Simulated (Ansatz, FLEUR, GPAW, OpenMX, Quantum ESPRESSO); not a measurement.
## CdSe: band gap by level of theory

Space group P6_3mc (No. 186). a = 4.300 Å, b = 4.300 Å, c = 7.020 Å, α = 90.00°, β = 90.00°, γ = 120.00°
```csv
atom,site,symmetry,x,y,z
Cd,2b,3m.,0.6667,0.3333,0.5000
Se,2b,3m.,0.6667,0.3333,0.8850
```

```tsv
rung	level	program and potentials	cutoff (eV)	k mesh	smearing	core time	chip	band gap (eV)	notes
GGA	PBE	OpenMX, OpenMX 2013 PBE set, Cd7.0-s3p2d2, Se7.0-s3p2d2, grid cutoff 500 Ry	-	7 × 7 × 5	fermi-dirac 0.05	2.2 min	Arm Neoverse V1	0.89	atomic basis; 9 valence electrons an atom on average
GGA	PBEsol	Ansatz, all-electron LAPW, scalar-relativistic	-	7 × 7 × 4	fermi-dirac 0.05	2.2 min	Intel Xeon Skylake/Cascade Lake	0.58	-
GGA	PBE	OpenMX, OpenMX 2013 PBE set, Cd7.0-s3p2d1, Se7.0-s3p2d1, grid cutoff 500 Ry	-	7 × 7 × 5	fermi-dirac 0.05	2.3 min	Intel Xeon Platinum 8259CL Skylake/Cascade Lake	0.85	atomic basis; 9 valence electrons an atom on average
GGA	PBEsol	GPAW, PAW data sets generated for this functional	600	6 × 6 × 3	fermi-dirac 0.05	4.2 min	Intel Xeon Skylake/Cascade Lake	0.57	9 valence electrons an atom on average
GGA	PBEsol	Quantum ESPRESSO, GBRV 1.5 PBEsol	612	7 × 7 × 4	fermi-dirac 0.05	5.3 min	Arm Neoverse V1	0.55	9 valence electrons an atom on average
GGA	PBE	Ansatz, PseudoDojo stringent (PBE files)	1633	7 × 7 × 4	fermi-dirac 0.05	6 min	Arm Neoverse V1	0.70	22 valence electrons an atom on average
LDA	LDA	FLEUR, all-electron, FLAPW	-	7 × 7 × 4	fermi-dirac 0.05	31 min	Intel Xeon Platinum 8175M Skylake/Cascade Lake	0.43	-
```

Times are single runs on shared hosts and different chips, so they are rough; meshes, cutoffs and the tasks' sizes weigh on the time. Task: band structure. All rows: no spin polarisation. Gaps are the least found on the k mesh or the band path, and a mesh can miss the band edges. Smearing widths are in eV. The cell comes from a database and isn't always the measured one. Meshes differ between rows, which moves values too. All levels ran on this one cell, unrelaxed unless noted. Meshes are those of the run's cell of 4 atoms unless a note names another. Runs on faulty files, with rough fits or with known faults for this quantity aren't shown. No row holds spin-orbit coupling.

By rung: LDA 0.43; GGA 0.55 to 0.70; GGA in atomic bases 0.85 to 0.89 (eV).

Every level places the gap of wurtzite CdSe far below the well-established experimental value. The gap separates a valence top of mainly Se 4p character, pushed up by repulsion from the filled Cd 4d shell, from a conduction minimum of cation and anion s character. Semilocal Kohn-Sham gaps lack the derivative discontinuity, which accounts for much of the shortfall. Spin-orbit splitting of the Se 4p states would raise the valence edge and narrow the gap further, so its inclusion wouldn't close the discrepancy.

The PBEsol results, 0.55 to 0.58 eV, agree closely between all-electron and valence-only treatments, and all lie above the LDA value of 0.43 eV. PBE is less uniform: 0.70 eV with plane waves against 0.85 and 0.89 eV in atomic bases. The richer d basis gives the larger of these two gaps, so the offset probably owes more to the potentials or the remaining basis limits than to the missing d function. The larger PBE gaps are therefore no evidence of a better description of the electronic structure.
